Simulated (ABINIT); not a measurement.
CsPbCl3:

```xyz
5
Lattice="5.6050 0.0000 0.0000 0.0000 5.6050 0.0000 0.0000 0.0000 5.6050" Properties=species:S:1:pos:R:3 pbc="T T T"
Pb    2.8025    2.8025    2.8025
Cs    0.0000    0.0000    0.0000
Cl    2.8025    0.0000    2.8025
Cl    0.0000    2.8025    2.8025
Cl    2.8025    2.8025    0.0000
```

Base run:

| Property | Result |
| --- | --- |
| Program | ABINIT 10.8.3 (patched build) |
| Functional | PBE |
| Potentials or basis | PseudoDojo NC SR PBE v0.4.1 standard |
| Cutoff | 707 eV |
| k mesh | 4 × 4 × 4 |
| Occupations | fermi-dirac, width 0.05 eV |
| Spin | no spin polarisation |

Its results: band gap on the k mesh 1.93 eV, direct; pressure 1.8 GPa.

**Question.** The run is repeated on the same cell with these changes: functional from PBE to LDA; potentials or basis from PseudoDojo NC SR PBE v0.4.1 standard to PseudoDojo NC SR LDA v0.4.1 standard. What comes out?

**Answer.** Band gap on the k mesh 1.74 eV, direct; pressure -1.2 GPa.

Caveats: spin-orbit coupling is left out, which as a rule narrows the gap of such compounds by several tenths of an eV.

A k mesh can miss the band edges.
